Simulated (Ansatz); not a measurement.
MoS2, DFT, PBE, PAW with Ansatz's default frozen-core files, scalar-relativistic (Ansatz 0.2.0), run on 2 threads of Arm Neoverse V1 on a shared host.

The cell comes from COD entry 9007660, which wasn't checked; take it as a given geometry. The listed cell was then made from it by scaling, straining or moving an atom.

Command: `ansatz run input.yaml --threads 2 --pin off --max-ram 6144MiB --backend cpu --events-out ev --progress --plain --runs-dir out`

```yaml
crystal:
  lattice:
    - [3.1610016016, 0.0, 0.0]
    - [-1.5805008008, 2.7375076884, 0.0]
    - [0.0, 0.0, 11.92615]
  atoms:
    - { symbol: Mo, position: [0.3333333333, 0.6666666667, 0.25] }
    - { symbol: Mo, position: [0.6666666667, 0.3333333333, 0.75] }
    - { symbol: S, position: [0.3333333333, 0.6666666667, 0.6275] }
    - { symbol: S, position: [0.6666666667, 0.3333333333, 0.1275] }
    - { symbol: S, position: [0.3333333333, 0.6666666667, 0.8725] }
    - { symbol: S, position: [0.6666666667, 0.3333333333, 0.3725] }
kpoints:
  mp_grid: { grid: [10, 10, 3] }
scf:
  occupations: { method: fermi_dirac, width: 0.03 }
hamiltonian:
  xc: pbe
  pseudopotentials: { kind: paw }
output:
  forces: true
  stress: true
  eigenvalues: true
  efg: { contact_densities: true }
  write_density: true
  write_potential: true
  elf: true
  volumetric_format: npy
```

(1) How large is the problem that the program sets up?

(2) About how long does it take, and how much memory does it use?

(3) And the same cell and mesh by all-electron PAW (datasets made for this crystal), asked for forces, stress, eigenvalues, efg, on the same hardware?

Results:

(1) 28 irreducible k-points, 2019 plane waves at Γ, 32 bands.

(2) 4 s of wall time for 6 SCF iterations, with a peak of 0.45 GiB. Times on shared machines scatter by tens of per cent.

(3) 11 s, peak memory 0.74 GiB.
